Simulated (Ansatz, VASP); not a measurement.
## Ge: VASP beside Ansatz

```
Ge
1.0
     1.39715   -2.60052    0.00000
     1.39715    2.60052    0.00000
     0.00000    0.00000    2.69823
Ge
1
Direct
  0.50000 0.50000 0.00000
```

This isn't the form of Ge at room conditions, which is diamond.

Alike in both runs: functional revPBE; k mesh 11 × 11 × 10; occupations fermi-dirac, width 0.05 eV; no spin polarisation.

```csv
,VASP,Ansatz
version,VASP 6.6.1,Ansatz 0.2.0
potentials or method,"VASP PAW PBE potentials, release 64 (Ge_d)",Ansatz PAW
plane-wave cutoff (eV),520,420
valence electrons in the cell,14,14
task,single point,band structure
```

|  | VASP | Ansatz | Ansatz less VASP |
| --- | --- | --- | --- |
| gap on the k mesh at the Fermi level (eV) | none | none | - |
| pressure (GPa) | 0.6 | 0.6 | +0.01 |
| largest component of the traceless stress (GPa) | 1.98 | 1.98 | 0.000 |

A gap of «none» marks a metal or a gap that the smearing closes. The functional is the same, so the differences come from potentials, cutoffs and numerics.

Caveats: the PAW data sets were made with another functional, which shifts forces and pressure a little (VASP); the PAW data sets come from PBE, with cores solved anew for the run's functional, which leaves a small shift of forces and pressure (Ansatz).
